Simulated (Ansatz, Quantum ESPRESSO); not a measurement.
# Equation of state of corundum Al2O3

How stiff is corundum Al2O3 under hydrostatic load? Each row relaxes cell and atoms at a set pressure. The phase is followed to these pressures whether or not it stays the stable one.

Calculated with Quantum ESPRESSO 7.5, PBEsol, PseudoDojo 0.4.1 norm-conserving potentials, cutoff 1170 eV, Fermi–Dirac smearing 0.02 eV, k-mesh 7×7×7, no spin polarisation, no spin-orbit coupling.

Reference cell, relaxed at zero pressure with PBEsol (R-3c): a = 5.1329 Å, b = 5.1329 Å, c = 5.1329 Å, α = 55.35°, β = 55.35°, γ = 55.35°.

```
atom       x       y       z
  Al  0.3520  0.3520  0.3520
  Al  0.1480  0.1480  0.1480
  Al  0.6480  0.6480  0.6480
  Al  0.8520  0.8520  0.8520
   O  0.5557  0.9443  0.2500
   O  0.2500  0.5557  0.9443
   O  0.9443  0.2500  0.5557
   O  0.4443  0.0557  0.7500
   O  0.7500  0.4443  0.0557
   O  0.0557  0.7500  0.4443
```

| V (Å³/atom) | V/V0 | P (GPa) | E − E0 (meV/atom) |
| --- | --- | --- | --- |
| 8.6745 | 1.0171 | −3.983 | 1.8 |
| 8.3629 | 0.9805 | 4.986 | 2.6 |
| 8.2110 | 0.9627 | 9.986 | 9.6 |
| 7.9432 | 0.9313 | 19.988 | 34.5 |
| 7.7126 | 0.9043 | 29.984 | 70.3 |

V0 = 8.5290 Å³ an atom, where the residual pressure P0 is −0.009 GPa. **Question.** Fit the Birch–Murnaghan law and give the pressure and the energy at V = 8.0718 Å³ an atom, a row left out above.

With the Eulerian strain f = ½[(V0/V)^(2/3) − 1] and F = (P − P0)/[3f(1 + 2f)^(5/2)], the third-order law is the line F = B0 + (3/2) B0 (B′ − 4) f.

```
       f  F (GPa)
 0.03469   243.71
 0.02429   243.73
 0.01283   243.79
 0.00660   244.18
−0.00561   243.01
```

A straight line through the 5 rows: the means are 0.01456 for f and 243.68 for F, Σ(Δx)² = 0.0009731 and ΣΔxΔy = 0.01043, so the slope is 0.01043/0.0009731 = 10.723 and the intercept 243.68 − (10.723)(0.01456) = 243.53.

Hence B0 = 243.5 GPa and B′ = 4 + (10.7)/(1.5 × 243.5) = 4.03. For the withheld volume f = 0.01871, F = 243.73 GPa and P = 14.98 GPa. The run itself gives 14.98 GPa, so the estimate misses by 0.00 GPa, a rounding's worth.

Integrating the same law gives E − E0 = (9/2) B0 V0 f²[1 + (B′ − 4) f] + P0(V0 − V), with 1 GPa Å³ = 6.2415 meV: 20.4 meV an atom. The run itself gives 20.5 meV, so the estimate misses by 0.1 meV, a rounding's worth.

The same fit over all rows at other levels or in other programs gives B0 = 242 GPa with PBEsol (Ansatz) and 244 GPa with PBEsol (Quantum ESPRESSO, GBRV).

Measured volume: 8.490 Å³ an atom (doi:10.1107/S1600576714003379, 298 K), so V0 is +0.5 % off. A stiffness follows the volume as d ln B/d ln V = −B′, which moves B0 by about +2 % when it is taken at the measured volume.

The calculation is for a static lattice, while measurements hold thermal and zero-point motion.

[Logs are printed without paths, hosts, clocks, repeated set-up lines and the standing remarks that a program may print on its own settings, such as how far it seeks lower states.]
